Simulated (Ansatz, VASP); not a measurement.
One calculation of MgI2, two programs

Contents of POSCAR:

```
MgI2
1.0
    2.0274773920      1.1705646181      7.2554234070
   -2.0274773920      1.1705646181      7.2554234070
    0.0000000000     -2.3411292361      7.2554234070
Mg I
1 2
Direct
   -0.0000100377     -0.0000100377     -0.0000100377
    0.4179194846      0.4179194846      0.4179194846
    0.2487572197      0.2487572197      0.2487572197
```

INCAR.step1

```
SYSTEM = MgI2
PREC = Accurate
ENCUT = 520
ISMEAR = 0
SIGMA = 0.01
LREAL = .FALSE.
LASPH = .TRUE.
NELM = 100
NBANDS = 15
GGA = PE
ALGO = Normal
EDIFF = 1E-4
LWAVE = .TRUE.
LCHARG = .FALSE.
```

The input INCAR.step2:

```
SYSTEM = MgI2
PREC = Accurate
ENCUT = 520
EDIFF = 1E-6
ISMEAR = 0
SIGMA = 0.01
LREAL = .FALSE.
LASPH = .TRUE.
NELM = 100
ALGO = Normal
ISIF = 2
LWAVE = .FALSE.
LCHARG = .FALSE.
METAGGA = R2SCAN
LMIXTAU = .TRUE.
NBANDS = 15
ISTART = 1
```

File KPOINTS:

```
regular mesh
0
G
  8 8 8
  0 0 0
```

Input for Ansatz:

```yaml
crystal:
  lattice:
    - [2.027477392, 1.1705646181, 7.255423407]
    - [-2.027477392, 1.1705646181, 7.255423407]
    - [0.0, -2.3411292361, 7.255423407]
  atoms:
    - { symbol: Mg, position: [-1.00377e-05, -1.00377e-05, -1.00377e-05] }
    - { symbol: I, position: [0.4179194846, 0.4179194846, 0.4179194846] }
    - { symbol: I, position: [0.2487572197, 0.2487572197, 0.2487572197] }
kpoints:
  mp_grid: { grid: [8, 8, 8] }
  band_path:
    path:
      - [0.0, 0.0, 0.0]
      - [-0.5, -0.5, -0.5]
      - [-0.5, -0.1840196441, -0.8159803559]
      - [-0.1840196441, 0.1840196441, -0.5]
      - [0.0, 0.0, -0.5]
      - [0.0, 0.3420098221, -0.3420098221]
      - [-0.3420098221, 0.0, -0.6579901779]
      - [-0.5, 0.0, -0.5]
      - [-0.130208, -0.130208, 0.395833]
    npoints: 1
hamiltonian:
  xc: r2scan
scf:
  occupations: { method: fixed }
  n_extra_bands: 4
output:
  forces: true
  stress: true
  eigenvalues: true
```

Alike in both runs: task single point; functional r2SCAN; k mesh 8 × 8 × 8; no spin polarisation.

```csv
,VASP,Ansatz
version,VASP 6.6.1,Ansatz 0.2.0
potentials or method,"VASP PAW PBE potentials, release 64 (Mg, I)","plane waves, PAW"
plane-wave cutoff (eV),520,500
occupations,"gaussian, width 0.01 eV",fixed
valence electrons in the cell,16,44
```

VASP gave:

- gap on the k mesh at the Fermi level (eV): 3.26
- pressure (GPa): 0.5
- rms of the force components (eV/Å): 0.023

Which values does Ansatz return?

gap on the k mesh at the Fermi level (eV): 3.28; pressure (GPa): 0.6; rms of the force components (eV/Å): 0.015.

Atom by atom the forces differ by 0.008 eV/Å (rms over components). The two sets of potentials don't hold the same shells in valence.

Caveats: the PAW data sets were made with another functional, which shifts forces and pressure a little (VASP); spin-orbit coupling is left out, which moves the levels of the heavy elements. A k mesh can miss the band edges. r2SCAN opens gaps a little over a GGA but as a rule still falls short of measured ones.
